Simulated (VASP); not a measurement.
# GaSb (soc) (F-43m) in VASP: single point with PBEsol

Aim: the single point of GaSb (soc) with PBEsol.

Program: VASP 6.6.1. These are calculated values, not measurements. Logs are shortened: lines on timing, memory, paths and dates and some standing lists are left out, and cuts for length are marked.

**1. The crystal as given**

Symmetry: F-43m, No. 216, cubic system. Conventional cell: a = 6.111 Å, b = 6.111 Å, c = 6.111 Å, α = 90.00°, β = 90.00°, γ = 90.00°. Around Ga (site symmetry -43m) lie 4 Sb at 2.65 Å. Sb (site symmetry -43m) has 4 Ga at 2.65 Å as nearest neighbours.

**2. Single point, PBEsol, non-collinear spin, zero start, spin-orbit coupling**

INCAR reads:

```
PREC     = Accurate       # precision mode
ENCUT    = 520            # plane-wave cutoff, eV
EDIFF    = 1E-7           # SCF threshold, eV
ISMEAR   = 0              # smearing method
SIGMA    = 0.1            # smearing width, eV
LREAL    = False          # projectors in reciprocal space
LASPH    = True           # aspherical terms in the spheres
NELM     = 150            # most SCF steps
ALGO     = Normal         # electronic algorithm
ISIF     = 2              # what is computed and relaxed
LWAVE    = False          # write WAVECAR
LCHARG   = False          # write CHGCAR
MAGMOM   = 0 0 0 0 0 0    # initial moments
LORBIT   = 11             # projections on sites
LSORBIT  = True           # spin-orbit coupling
GGA_COMPAT= False        
LORBMOM  = True         
GGA      = PS             # functional
NBANDS   = 30             # bands
```

KPOINTS reads:

```
regular mesh
0
Gamma
  12 12 12
```

POSCAR reads:

```
GaSb
1.0
    0.0000000000      3.0556142712      3.0556142712
    3.0556142712      0.0000000000      3.0556142712
    3.0556142712      3.0556142712      0.0000000000
Ga Sb
1 1
Direct
    0.0000000000      0.0000000000      0.0000000000
    0.2500000000      0.2500000000      0.2500000000
```

Potentials or basis: VASP PAW PBE potentials, release 64 (Ga_d, Sb).

On the command line:

```console
$ cat potpaw_PBE.64/Ga_d/POTCAR potpaw_PBE.64/Sb/POTCAR > POTCAR
$ mpirun -np 1 vasp_ncl > vasp.out
```

OUTCAR:

```text
PREC = Accurate
   ENCUT = 520
   EDIFF = 1E-7
   ISMEAR = 0
   LREAL = False
   LASPH = True
   NELM = 150
   ISIF = 2
   LORBIT = 11
   LSORBIT = True
   GGA = PS

 ion  position               nearest neighbor table
   1  0.000  0.000  0.000-   2 2.65   2 2.65   2 2.65   2 2.65
   2  0.250  0.250  0.250-   1 2.65   1 2.65   1 2.65   1 2.65

  LATTYP: Found a face centered cubic cell.
 ALAT       =     6.1112285424

  Lattice vectors:

 A1 = (   0.0000000000,   3.0556142712,   3.0556142712)
 A2 = (   3.0556142712,   0.0000000000,   3.0556142712)
 A3 = (   3.0556142712,   3.0556142712,   0.0000000000)

Analysis of symmetry for initial positions (statically):
=====================================================================
 Subroutine PRICEL returns:
 Original cell was already a primitive cell.

 Routine SETGRP: Setting up the symmetry group for a
 face centered cubic supercell.

 Subroutine GETGRP returns: Found 24 space group operations
 (whereof 24 operations were pure point group operations)
 out of a pool of 48 trial point group operations.

The static configuration has the point symmetry T_d .

Analysis of symmetry for dynamics (positions and initial velocities):
=====================================================================
 Subroutine PRICEL returns:
 Original cell was already a primitive cell.

 Routine SETGRP: Setting up the symmetry group for a
 face centered cubic supercell.

 Subroutine GETGRP returns: Found 24 space group operations
 (whereof 24 operations were pure point group operations)
 out of a pool of 48 trial point group operations.

The dynamic configuration has the point symmetry T_d .

Analysis of structural, dynamic, and magnetic symmetry:
=====================================================================
 Subroutine PRICEL returns:
 Original cell was already a primitive cell.

 Routine SETGRP: Setting up the symmetry group for a
 face centered cubic supercell.

 Subroutine GETGRP returns: Found 24 space group operations
 (whereof 24 operations were pure point group operations)
 out of a pool of 48 trial point group operations.

The overall configuration has the point symmetry T_d .

 Subroutine INISYM returns: Found 24 space group operations
 (whereof 24 operations are pure point group operations),
 and found     1 'primitive' translations

----------------------------------------------------------------------------------------

                                     Primitive cell

  volume of cell :      57.0592

  direct lattice vectors                    reciprocal lattice vectors
     0.000000000  3.055614271  3.055614271    -0.163633219  0.163633219  0.163633219
     3.055614271  0.000000000  3.055614271     0.163633219 -0.163633219  0.163633219
     3.055614271  3.055614271  0.000000000     0.163633219  0.163633219 -0.163633219

  length of vectors
     4.321291144  4.321291144  4.321291144     0.283421050  0.283421050  0.283421050

  position of ions in fractional coordinates (direct lattice)
     0.000000000  0.000000000  0.000000000
     0.250000000  0.250000000  0.250000000

  ion indices of the primitive-cell ions
   primitive index   ion index
                 1           1
                 2           2

----------------------------------------------------------------------------------------

 KPOINTS: regular mesh

Automatic generation of k-mesh.
 Grid dimensions read from file:
 generate k-points for:   12   12   12

 Generating k-lattice:

  Cartesian coordinates                     Fractional coordinates (reciprocal lattice)
    -0.013636102  0.013636102  0.013636102     0.083333333  0.000000000  0.000000000
     0.013636102 -0.013636102  0.013636102     0.000000000  0.083333333  0.000000000
[... 90 lines left out ...]
  energy-cutoff  :      520.00
  volume of cell :       57.06
 maximum number of plane-waves:      3144
   NGX = 17   NGY = 17   NGZ = 17

 number of electron      18.0000000 magnetization       0.0000000      0.0000000      0.0000000

 number of electron      17.9999985 magnetization      -0.0000000     -0.0000000      0.0000000

 number of electron      17.9999985 magnetization       0.0000000     -0.0000000      0.0000000

 Free energy of the ion-electron system (eV)
  ---------------------------------------------------
  ext. energy  EPLUGINS =         0.00000000
  ---------------------------------------------------
  free energy    TOTEN  =        -8.22246243 eV

  energy without entropy =       -8.22232002  energy(sigma->0) =       -8.22239123

 E-fermi :   4.9921     XC(G=0):  -9.2803

 val. band max:        4.9886938017   @ k =   0.0000   0.0000   0.0000
 cond. band min:       5.1211342975   @ k =   0.5000   0.0000   0.0000
 fundamental gap:      0.1324404959
 Fermi energy:         4.9920603053

 k-point     1 :       0.0000    0.0000    0.0000
  band No.  band energies     occupation
      1     -10.4939      1.00000
      2     -10.4939      1.00000
      3     -10.4938      1.00000
      4     -10.4938      1.00000
      5     -10.0590      1.00000
      6     -10.0590      1.00000
[... 781 lines left out ...]
     29      13.5257      0.00000
     30      13.5553      0.00000

 [... further k-points ...]
[... 5 lines left out ...]
  --------------------------------------------------------------------------------------
  -------------------------------------------------------------------------------------
  Total        0.0546286      0.0546286      0.0546286      0.0000000      0.0000000      0.0000000
  in kB        1.5339288      1.5339288      1.5339288      0.0000000      0.0000000      0.0000000
  external PRESSURE =       1.5339288 kB  Pullay stress =       0.0000000 kB

 VOLUME and BASIS-vectors are now :
 -----------------------------------------------------------------------------
  energy-cutoff  :      520.00
  volume of cell :       57.06
      direct lattice vectors                 reciprocal lattice vectors
     0.000000000  3.055614271  3.055614271    -0.163633219  0.163633219  0.163633219
     3.055614271  0.000000000  3.055614271     0.163633219 -0.163633219  0.163633219
     3.055614271  3.055614271  0.000000000     0.163633219  0.163633219 -0.163633219

 POSITION                                       TOTAL-FORCE (eV/Angst)
 -----------------------------------------------------------------------------------
      0.00000      0.00000      0.00000        -0.000000     -0.000000     -0.000000
      1.52781      1.52781      1.52781         0.000000      0.000000      0.000000
 -----------------------------------------------------------------------------------
    total drift:                                0.000000      0.000000      0.000000

  FREE ENERGIE OF THE ION-ELECTRON SYSTEM (eV)
  ---------------------------------------------------
  free  energy   TOTEN  =        -8.2224624344 eV

  energy  without entropy=       -8.2223200201  energy(sigma->0) =       -8.22239123

 orbital moment (x)

 # of ion     p       d       tot
 ----------------------------------------
  1        -0.000  -0.000  -0.000
  2        -0.000   0.000   0.000
 ----------------------------------------
           -0.000   0.000  -0.000

 orbital moment (y)

 # of ion     p       d       tot
 ----------------------------------------
  1        -0.000  -0.000  -0.000
  2         0.000   0.000   0.000
 ----------------------------------------
            0.000  -0.000   0.000

 orbital moment (z)

 # of ion     p       d       tot
 ----------------------------------------
  1        -0.000   0.000  -0.000
  2         0.000   0.000   0.000
 ----------------------------------------
           -0.000   0.000  -0.000

 Spin-Orbit-Coupling matrix elements

 Ion:    1  E_soc:     -0.0127569
 l=   1
     0.0000000    -0.0013087    -0.0013087
    -0.0013087     0.0000000    -0.0013087
    -0.0013087    -0.0013087     0.0000000
 l=   2
     0.0000000    -0.0001536     0.0000000    -0.0001536    -0.0006638
    -0.0001536     0.0000000    -0.0004979    -0.0001536    -0.0001660
     0.0000000    -0.0004979     0.0000000    -0.0004979     0.0000000
    -0.0001536    -0.0001536    -0.0004979     0.0000000    -0.0001660
    -0.0006638    -0.0001660     0.0000000    -0.0001660     0.0000000
 l=   3
     0.0000000     0.0000000     0.0000000     0.0000000     0.0000000     0.0000000     0.0000000
     0.0000000     0.0000000     0.0000000     0.0000000     0.0000000     0.0000000     0.0000000
     0.0000000     0.0000000     0.0000000     0.0000000     0.0000000     0.0000000     0.0000000
     0.0000000     0.0000000     0.0000000     0.0000000     0.0000000     0.0000000     0.0000000
     0.0000000     0.0000000     0.0000000     0.0000000     0.0000000     0.0000000     0.0000000
     0.0000000     0.0000000     0.0000000     0.0000000     0.0000000     0.0000000     0.0000000
     0.0000000     0.0000000     0.0000000     0.0000000     0.0000000     0.0000000     0.0000000

 Ion:    2  E_soc:     -0.1239600
 l=   1
     0.0000000    -0.0205162    -0.0205162
    -0.0205162     0.0000000    -0.0205162
    -0.0205162    -0.0205162     0.0000000
 l=   2
     0.0000000    -0.0000548     0.0000000    -0.0000548    -0.0000889
    -0.0000548     0.0000000    -0.0000667    -0.0000548    -0.0000222
     0.0000000    -0.0000667     0.0000000    -0.0000667     0.0000000
    -0.0000548    -0.0000548    -0.0000667     0.0000000    -0.0000222
    -0.0000889    -0.0000222     0.0000000    -0.0000222     0.0000000
 l=   3
     0.0000000     0.0000000     0.0000000     0.0000000     0.0000000     0.0000000     0.0000000
     0.0000000     0.0000000     0.0000000     0.0000000     0.0000000     0.0000000     0.0000000
     0.0000000     0.0000000     0.0000000     0.0000000     0.0000000     0.0000000     0.0000000
     0.0000000     0.0000000     0.0000000     0.0000000     0.0000000     0.0000000     0.0000000
     0.0000000     0.0000000     0.0000000     0.0000000     0.0000000     0.0000000     0.0000000
     0.0000000     0.0000000     0.0000000     0.0000000     0.0000000     0.0000000     0.0000000
     0.0000000     0.0000000     0.0000000     0.0000000     0.0000000     0.0000000     0.0000000

 total charge

# of ion       s       p       d       tot
------------------------------------------
    1        0.912   0.766   9.963  11.641
    2        1.132   1.338   0.028   2.497
--------------------------------------------------
tot          2.044   2.104   9.991  14.138

 magnetization (x)

# of ion       s       p       d       tot
------------------------------------------
    1       -0.000   0.000   0.000   0.000
    2       -0.000   0.000   0.000   0.000
--------------------------------------------------
tot         -0.000   0.000   0.000   0.000

 magnetization (y)

# of ion       s       p       d       tot
------------------------------------------
    1        0.000  -0.000   0.000  -0.000
    2        0.000   0.000   0.000   0.000
--------------------------------------------------
tot          0.000  -0.000   0.000  -0.000

 magnetization (z)

# of ion       s       p       d       tot
------------------------------------------
    1        0.000   0.000   0.000   0.000
    2       -0.000   0.000   0.000   0.000
--------------------------------------------------
tot          0.000   0.000   0.000   0.000
```

Run time: 5.6 min. Hardware: 1 thread of Intel Xeon Platinum 8375C at 2.90GHz (Ice Lake), shared host; peak memory 0.5 GiB.

Results:

| Item | Value |
| --- | --- |
| Free energy | -8.2225 eV |
| Pressure | 0.2 GPa |
| Net moment | 0.00 μB per cell |
| Valence electrons inside the program's atomic spheres | Ga 11.64; Sb 2.50 |

Moments on the atoms (μB; x, y, z):
```
Ga  0.00 0.00 0.00
Sb  0.00 0.00 0.00
```

Caveat: the PAW data sets were made with another functional, which shifts forces and pressure a little.
